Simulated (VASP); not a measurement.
A run of VASP 6.6.1 is set up as follows.

Contents of INCAR:

```
PREC = Accurate
ENCUT = 600
EDIFF = 1E-7
ISMEAR = 0
SIGMA = 0.02
LREAL = F
LASPH = T
NELM = 60
ALGO = Normal
ISIF = 3
LWAVE = F
LCHARG = F
GGA = RP
IBRION = 2
NSW = 90
EDIFFG = -0.005
```

File KPOINTS:

```
regular mesh
0
Gamma
  12 12 6
```

POSCAR

```
GaN
1.0
    3.1889304000      0.0000000000      0.0000000000
   -1.5944652000      2.7616947400      0.0000000000
    0.0000000000      0.0000000000      5.1923572500
Ga N
2 2
Direct
    0.6666666700      0.3333333300      0.4990837100
    0.3333333300      0.6666666700      0.9990837100
    0.6666666700      0.3333333300      0.8759162900
    0.3333333300      0.6666666700      0.3759162900
```

Potentials or basis: VASP PAW PBE potentials, release 64 (Ga_d, N).

Run with:

```sh
$ cat potpaw_PBE.64/Ga_d/POTCAR potpaw_PBE.64/N/POTCAR > POTCAR
$ mpirun -np 1 vasp_std > vasp.out
```

(1) What does it give for the relaxed cell?

(2) What does it give for the band gap on the k mesh?

## Answers

(1) a = 3.243 Å, b = 3.243 Å, c = 5.282 Å, α = 90.00°, β = 90.00°, γ = 120.00°.

(2) 1.63 eV, direct.
